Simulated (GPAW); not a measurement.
Input of a GPAW 26.7.0 run:

Contents of run.py:

```python
import json
import numpy as np
from ase.dft.bandgap import bandgap
from ase.io import read, write
from gpaw import GPAW, PW
from gpaw.response.g0w0 import G0W0

atoms = read('POSCAR')

calc = GPAW(mode=PW(550),
            xc='PBE',
            kpts={'size': (5, 5, 5), 'gamma': True},
            occupations={'name': 'fermi-dirac', 'width': 0.001},
            nbands=11,
            convergence={'density': 1e-06},
            maxiter=150,
            txt='gpaw.txt')
atoms.calc = calc
energy = atoms.get_potential_energy()
calc.write('gs.gpw')
write('result.traj', atoms)
print(f'Energy: {energy:.6f} eV')
print('Fermi level:', round(calc.get_fermi_level(), 4), 'eV')
print(f'Gap: {bandgap(calc)[0]:.4f} eV, direct: {bandgap(calc, direct=True)[0]:.4f} eV')

calc.diagonalize_full_hamiltonian(nbands=68)
calc.write('full.gpw', mode='all')

ibz = calc.get_ibz_k_points()
gap, vbm, cbm = bandgap(calc, output=None)
gap, direct, _ = bandgap(calc, direct=True, output=None)
gamma = int(np.abs(ibz).sum(1).argmin())
kpts = sorted({gamma, vbm[1], cbm[1], direct[1]})
gw = G0W0(calc='full.gpw',
          filename='gw',
          ecut=97.4,
          ecut_extrapolation=True,
          relbands=(-2, 2),
          kpts=kpts,
          integrate_gamma='WS',
          ppa=True)
gw.calculate()
results = {mode: {key: np.asarray(r[key]).tolist() for key in ['f', 'eps', 'vxc', 'exx', 'sigma', 'Z', 'qp', 'sigma_eskn']}
           for mode, r in gw.all_results.items()}
json.dump({'kpts': ibz[kpts].tolist(), 'results': results}, open('gw.json', 'w'))
for mode, r in results.items():
    f, qp = np.array(r['f']), np.array(r['qp'])
    print(mode, 'quasiparticle energies (eV):')
    print(qp.round(3))
    print(mode, 'gap:', round(qp[f < 0.5].min() - qp[f > 0.5].max(), 4), 'eV')
```

POSCAR

```
BeS
1.0
    0.0000000000      2.4569115543      2.4569115543
    2.4569115543      0.0000000000      2.4569115543
    2.4569115543      2.4569115543      0.0000000000
S Be
1 1
Direct
    0.7500000000      0.7500000000      0.7500000000
    0.0000000000      0.0000000000      0.0000000000
```

Potentials or basis: GPAW PAW data sets (gpaw-data 1.2.1), pw.

Launch:

```console
$ OMP_NUM_THREADS=1 python run.py
```

(1) What does it give for the quasiparticle gap?

(2) What does it give for the least direct quasiparticle gap?

(3) Estimate the band gap on the k mesh, mean-field level.

Results:

(1) 4.86 eV.

(2) 7.02 eV.

(3) 3.46 eV, indirect (least direct gap 5.55 eV).

Caveat: the k mesh is coarse (spacing up to 0.44 Å⁻¹), so the values aren't converged; the quasiparticle gap is taken among the few k points that were corrected; the long-wavelength limit can be off by a per cent or two; an odd mesh through Γ misses points on the zone boundary, where band edges often lie.
